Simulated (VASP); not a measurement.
# SiC (P6_3mc) in VASP: Born charges and dielectric tensor with PBE

Aim: the Born charges and dielectric tensor of SiC with PBE.

All numbers are computed with VASP 6.6.1; they aren't measurements. Logs are shortened: lines on timing, memory, paths and dates and some standing lists are left out, and cuts for length are marked.

**1. The structure**

The structure is hexagonal, space group P6_3mc (No. 186). The conventional cell has a = 3.092 Å, b = 3.092 Å, c = 5.074 Å, α = 90.00°, β = 90.00°, γ = 120.00°. Si (site symmetry 3m) has 4 C at 1.89 to 1.91 Å as nearest neighbours. C (site symmetry 3m) is surrounded by 4 Si at 1.89 to 1.91 Å.

**2. Born charges and dielectric tensor, PBE**

INCAR

```
  PREC = Accurate
  ENCUT = 520
  EDIFF = 0.05
  ISMEAR = 0
  SIGMA = 0.02
  LREAL = F
  LASPH = T
  NELM = 60
  ALGO = Fast
  ISIF = 2
  LWAVE = F
  LCHARG = F
  GGA = PE
  LEPSILON = T
  IBRION = 8
  NSW = 1
  KPAR = 4
```

KPOINTS

```
Automatic mesh
0
Gamma
  12 12 6
```

POSCAR

```
SiC                                     
1.0
    3.0916742391     -0.0000000000      0.0000000000
   -1.5458371196      2.6774684292      0.0000000000
    0.0000000000      0.0000000000      5.0742830713
  Si              C             
     2     2
Direct
     0.3333333300000021    0.6666666699999979    0.0045852993620787
     0.6666666699999979    0.3333333300000021    0.5045852993620789
     0.3333333300000021    0.6666666699999979    0.3804147006379193
     0.6666666699999979    0.3333333300000021    0.8804147006379192
```

Potentials or basis: VASP PAW PBE potentials, release 64 (Si, C).

Started as:

```sh
$ cat potpaw_PBE.64/Si/POTCAR potpaw_PBE.64/C/POTCAR > POTCAR
$ mpirun -np 4 vasp_std > vasp.out
```

OUTCAR:

```text
PREC = Accurate
   ENCUT = 520
   EDIFF = 0.05
   ISMEAR = 0
   LREAL = F
   LASPH = T
   NELM = 60
   ISIF = 2
   GGA = PE
   LEPSILON = T
   IBRION = 8
   NSW = 1

 ion  position               nearest neighbor table
   1  0.333  0.667  0.005-   4 1.89   4 1.89   4 1.89   3 1.91   2 3.10   2 3.10   2 3.10   2 3.10
                             2 3.10   2 3.10
   2  0.667  0.333  0.505-   3 1.89   3 1.89   3 1.89   4 1.91   1 3.10   1 3.10   1 3.10   1 3.10
                             1 3.10   1 3.10
   3  0.333  0.667  0.380-   2 1.89   2 1.89   2 1.89   1 1.91
   4  0.667  0.333  0.880-   1 1.89   1 1.89   1 1.89   2 1.91

  LATTYP: Found a hexagonal cell.
 ALAT       =     3.0916742391
 C/A-ratio  =     1.6412735233

  Lattice vectors:

 A1 = (   3.0916742391,   0.0000000000,   0.0000000000)
 A2 = (  -1.5458371196,   2.6774684292,   0.0000000000)
 A3 = (   0.0000000000,   0.0000000000,   5.0742830713)

Analysis of symmetry for initial positions (statically):
=====================================================================
 Subroutine PRICEL returns:
 Original cell was already a primitive cell.

 Routine SETGRP: Setting up the symmetry group for a
 hexagonal supercell.

 Subroutine GETGRP returns: Found 12 space group operations
 (whereof  6 operations were pure point group operations)
 out of a pool of 24 trial point group operations.

The static configuration has the point symmetry C_3v.
 The point group associated with its full space group is C_6v.

Analysis of symmetry for dynamics (positions and initial velocities):
=====================================================================
 Subroutine PRICEL returns:
 Original cell was already a primitive cell.

[... 642 lines left out ...]
 ---------------------------------------------------------------------------------
 ion    1
    1     2.18759    -0.00000    -0.00000
    2    -0.00000     2.18759    -0.00000
    3    -0.00000    -0.00000     2.35103
 ion    2
    1     2.18759    -0.00000     0.00000
    2    -0.00000     2.18759     0.00000
    3     0.00000     0.00000     2.35103
 ion    3
    1    -2.18759     0.00000     0.00000
    2     0.00000    -2.18759     0.00000
    3    -0.00000     0.00000    -2.35103
 ion    4
    1    -2.18759     0.00000    -0.00000
    2     0.00000    -2.18759    -0.00000
    3     0.00000    -0.00000    -2.35103

 INTERNAL STRAIN TENSOR FOR ION    4 for displacements in x,y,z  (eV/Angst):
          X           Y           Z          XY          YZ          ZX
  --------------------------------------------------------------------------------
  x    -0.00000     0.00000     0.00000    19.53308    -0.00000    13.19327
  y    19.53308   -19.53308     0.00000     0.00000    13.38528    -0.00000
  z    12.30519    12.30519   -23.80496    -0.00000    -0.00000     0.00000

 SECOND DERIVATIVES (NOT SYMMETRIZED)
 ------------------------------------
               1X          1Y          1Z          2X          2Y          2Z          3X          3Y          3Z          4X          4Y          4Z
  1X   -22.528744    0.000000   -0.000000   -1.414572    0.000000    0.000000   -1.282486    0.000000    0.000000   25.225801   -0.000000    0.000000
  1Y     0.000000  -22.528744    0.000000    0.000000   -1.414572   -0.000000    0.000000   -1.282486    0.000000   -0.000000   25.225801   -0.000000
  1Z    -0.000000   -0.000000  -20.441923    0.000000    0.000000   -1.421534    0.000000    0.000000   14.657405   -0.000000   -0.000000    7.206052
  2X    -1.414572    0.000000   -0.000000  -22.528744    0.000000    0.000000   25.225801   -0.000000   -0.000000   -1.282486    0.000000    0.000000
  2Y     0.000000   -1.414572   -0.000000    0.000000  -22.528744   -0.000000   -0.000000   25.225801    0.000000    0.000000   -1.282486   -0.000000
  2Z    -0.000000   -0.000000   -1.421534    0.000000    0.000000  -20.441923    0.000000    0.000000    7.206052   -0.000000    0.000000   14.657405
  3X    -2.106794    0.000000    0.000000   35.881284   -0.000000    0.000000  -35.121883    0.000000    0.000000    1.347394   -0.000000    0.000000
  3Y     0.000000   -2.106794    0.000000   -0.000000   35.881284    0.000000    0.000000  -35.121883    0.000000   -0.000000    1.347394    0.000000
  3Z     0.000000    0.000000   27.623919    0.000000    0.000000    3.249787   -0.000000   -0.000000  -34.999187    0.000000    0.000000    4.125481
  4X    35.881284   -0.000000   -0.000000   -2.106794    0.000000   -0.000000    1.347394   -0.000000    0.000000  -35.121883    0.000000    0.000000
  4Y    -0.000000   35.881284   -0.000000    0.000000   -2.106794    0.000000   -0.000000    1.347394    0.000000    0.000000  -35.121883   -0.000000
  4Z     0.000000   -0.000000    3.249787    0.000000   -0.000000   27.623919    0.000000    0.000000    4.125481    0.000000    0.000000  -34.999187

 Eigenvectors and eigenvalues of the dynamical matrix
 ----------------------------------------------------

   1 f  =   31.222529 THz   196.176938 2PiTHz 1041.471479 cm-1   129.125948 meV
             X         Y         Z           dx          dy          dz
     -0.000000  1.784979  0.023267     0.337126   -0.004039    0.000000
      1.545837  0.892489  2.560409    -0.337126    0.004039    0.000000
     -0.000000  1.784979  1.930332     0.621510   -0.007446   -0.000000
      1.545837  0.892489  4.467473    -0.621510    0.007446    0.000000
[... 71 lines left out ...]
  12 f/i=    7.002119 THz    43.995613 2PiTHz  233.565557 cm-1    28.958425 meV
             X         Y         Z           dx          dy          dz
     -0.000000  1.784979  0.023267    -0.621510    0.007446    0.000000
      1.545837  0.892489  2.560409     0.621510   -0.007446   -0.000000
     -0.000000  1.784979  1.930332     0.337126   -0.004039    0.000000
      1.545837  0.892489  4.467473    -0.337126    0.004039   -0.000000

--------------------------------------------------------------------------------------------------------

 MACROSCOPIC STATIC DIELECTRIC TENSOR IONIC CONTRIBUTION
 ------------------------------------------------------
           1.408461    -0.000000     0.000000
          -0.000000     1.408461     0.000000
           0.000000     0.000000     1.780261
 ------------------------------------------------------

 ELASTIC MODULI CONTR FROM IONIC RELAXATION (kBar)
 Direction    XX          YY          ZZ          XY          YZ          ZX
 --------------------------------------------------------------------------------
 XX        -860.5916    312.9876    528.1835      0.0000     -0.0000      0.0000
 YY         312.9876   -860.5916    528.1835      0.0000      0.0000     -0.0000
 ZZ         528.1835    528.1835  -1018.9036     -0.0000      0.0000     -0.0000
 XY           0.0000      0.0000     -0.0000   -586.7896     -0.0000      0.0000
 YZ          -0.0000      0.0000      0.0000     -0.0000   -285.5878      0.0000
 ZX           0.0000     -0.0000     -0.0000      0.0000      0.0000   -293.8726
 --------------------------------------------------------------------------------

 PIEZOELECTRIC TENSOR IONIC CONTR  for field in x, y, z        (C/m^2)
          XX          YY          ZZ          XY          YZ          ZX
  --------------------------------------------------------------------------------
  x     0.00000    -0.00000    -0.00000     0.00000     0.00000    -0.60537
  y    -0.00000     0.00000     0.00000    -0.00000    -0.59678     0.00000
  z    -0.65695    -0.65695     1.26730     0.00000    -0.00000    -0.00000
```

It took 58 s on 4 MPI ranks of Intel Xeon Platinum 8488C (Sapphire Rapids), shared host; peak memory 0.56 GiB.

What came out:

```yaml
Band_gap_on_the_k_mesh: 2.33 eV, indirect (least direct gap 3.97 eV)
Electronic_dielectric_tensor_diagonal: 7.16, 7.16, 7.51
Born_charges_mean_of_the_diagonal: Si +2.24; C -2.24 e
```

Electronic dielectric tensor:
```
7.16 0.00 0.00
0.00 7.16 0.00
0.00 0.00 7.51
```

Born effective charge tensors (e):
atom 1, Si
```
2.19 0.00 0.00
0.00 2.19 0.00
0.00 0.00 2.35
```
atom 2, Si
```
2.19 0.00 0.00
0.00 2.19 0.00
0.00 0.00 2.35
```
atom 3, C
```
-2.19  0.00  0.00
 0.00 -2.19  0.00
 0.00  0.00 -2.35
```
atom 4, C
```
-2.19  0.00  0.00
 0.00 -2.19  0.00
 0.00  0.00 -2.35
```

Caveat: some modes are imaginary. A k mesh can miss the band edges.
